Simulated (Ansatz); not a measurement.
Crystal: TiTe2.

```xyz
3
Lattice="3.7770 0.0000 0.0000 -1.8885 3.2710 0.0000 0.0000 0.0000 6.4980" Properties=species:S:1:pos:R:3 pbc="T T T"
Te    0.0000    2.1807    4.7903
Te    1.8885    1.0903    1.7077
Ti    0.0000    0.0000    0.0000
```

| Quantity | Value |
| --- | --- |
| Program | Ansatz 0.2.0 |
| Task | relaxation of cell and atoms |
| Functional | PBE |
| Dispersion | D3(BJ)-ATM |
| Potentials or basis | Ansatz PAW |
| Cutoff | 420 eV (not typed: the program's choice for these potentials) |
| k mesh | 8 × 8 × 4 |
| Occupations | fermi-dirac, width 0.05 eV |
| Spin | no spin polarisation |

At the start: volume 26.76 Å³/atom.

**Question.** How do energy, volume and symmetry change on relaxing?

**Answer.** It ends after 5 steps and the volume is 25.40 Å³/atom (-5.1 %); space group P-3m1 (No. 164, to 0.05 Å).

The path:
```
step  energy change (eV)  largest force (eV/Å)  volume (Å³)
   1              0.0000                0.0183        80.28
   2             -0.0175                0.2489        76.60
   3             -0.0243                0.0365        76.35
   4             -0.0245                0.0004        76.21
   5             -0.0239                0.0003        76.21
```

Final structure:
```
Te Ti
1.0
     3.71472    0.00000    0.00000
    -1.85736    3.21704    0.00000
     0.00000    0.00000    6.37752
Te Ti
2 1
Direct
  0.33333 0.66667 0.72973
  0.66667 0.33333 0.27027
  0.00000 0.00000 0.00000
```

Caveat: the plane-wave basis is chosen anew once the cell has moved, so the energies of steps on either side of that aren't comparable.
